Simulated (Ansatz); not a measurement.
Relaxed GeO₂ (rutile):

```
CELL_PARAMETERS angstrom
      4.48750     0.00000     0.00000
      0.00000     4.48750     0.00000
      0.00000     0.00000     2.90497
ATOMIC_POSITIONS crystal
  Ge 0.00000 0.00000 0.00000
  Ge 0.50000 0.50000 0.50000
  O  0.30714 0.30714 0.00000
  O  0.80714 0.19286 0.50000
  O  0.19286 0.80714 0.50000
  O  0.69286 0.69286 0.00000
```

The atoms are displaced by Q × the pattern below (from a DFPT mode at Γ, largest move 1; Q in Å), at fixed cell.

| atom | x | y | z |
|---|---|---|---|
| O3 | -0.707 | -0.707 | 0.000 |
| O4 | -0.707 | 0.707 | 0.000 |
| O5 | 0.707 | -0.707 | 0.000 |
| O6 | 0.707 | 0.707 | 0.000 |

Atoms not listed stay in place.

Computed with PBE (plane waves to 420 eV, PAW, scalar-relativistic; Ansatz, a first-principles code). k mesh 8×8×11 (Γ-centred), Fermi-Dirac smearing 0.05 eV. E stands for the smeared free energy. GeO2 was relaxed with its symmetry unable to fall. The zero of ΔE is the undisplaced structure.

```csv
Q (Å),ΔE (meV/cell)
-0.280,5601
-0.187,2179
-0.093,481
0.000,0
0.093,386
0.187,1407
0.280,2965
```

Task: Which DFPT wavenumber at Γ belongs to this mode?
(A) 429 cm⁻¹
(B) 647 cm⁻¹
(C) 272 cm⁻¹
(D) 152 cm⁻¹

Result: B, 647 cm⁻¹. The curvature of the scan gives 647 cm⁻¹

(For displaced atoms, the force is minus the slope of the energy, and its curvature is a force constant, which sets phonon frequencies.)
